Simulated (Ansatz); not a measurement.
SrTiO3 (cubic perovskite), relaxed with r2SCAN in Ansatz 0.2.0: it is cubic, Pm-3m (No. 221); a = 3.907 Å in the conventional setting, 11.93 Å³ an atom. Sr is surrounded by 12 O at 2.76 Å; Ti is surrounded by 6 O at 1.95 Å; O is surrounded by 2 Ti at 1.95 Å and 4 Sr at 2.76 Å. It was then strained (uniaxial along z, other directions held), atoms relaxed again within the symmetry left. Unstrained, HSE06 gives 3.321 eV (R → Γ, 4×4×4 mesh), and the band edges keep their places in every row. Only one sign of strain is shown, since it lowers the symmetry, and equivalent edge states can then move with another slope on the other side. Stress is positive in compression. No spin polarisation and no zero-point or thermal motion.

Axes as in this cell:
```
CELL_PARAMETERS angstrom
3.90685 0.00000 0.00000
0.00000 3.90685 0.00000
0.00000 0.00000 3.90685
ATOMIC_POSITIONS crystal
Sr 0.00000 0.00000 0.00000
Ti 0.50000 0.50000 0.50000
O 0.50000 0.50000 0.00000
O 0.50000 0.00000 0.50000
O 0.00000 0.50000 0.50000
```

```csv
strain (%),ε,"ΔE_g, HSE06 (eV)","Δσ_zz, r2SCAN (GPa)"
-4.0,-0.0400,+0.048,+17.46
-3.0,-0.0300,+0.034,+12.41
-2.0,-0.0200,+0.022,+7.84
-1.0,-0.0100,+0.010,+3.72
```

(1) Fit ΔE_g = a x + b x² to these rows by least squares, with x = ε.

(2) Fit the change of σ_zz in the same way.

(3) Predict the withheld row at -2.5 % (x = -0.0250).

Results:

(1) The normal equations take Σx² = 3.000e-03, Σx³ = -1.000e-04, Σx⁴ = 3.540e-06, ΣxΔE = -3.480e-03 and Σx²ΔE = 1.172e-04, and give a = -0.97 eV, b = +5.8 eV; the largest residual is 0.000 eV.

(2) Δσ_zz = -348.0 x + (2208) x² GPa. The slope, 348 GPa, is C₁₁ in these axes.

(3) ΔE_g ≈ -0.97 × (-0.0250) + (5.8) × (-0.0250)² = +0.028 eV, and Δσ_zz ≈ +10.08 GPa. The runs give +0.028 eV and +10.07 GPa, off by 0.000 eV and -0.01 GPa.
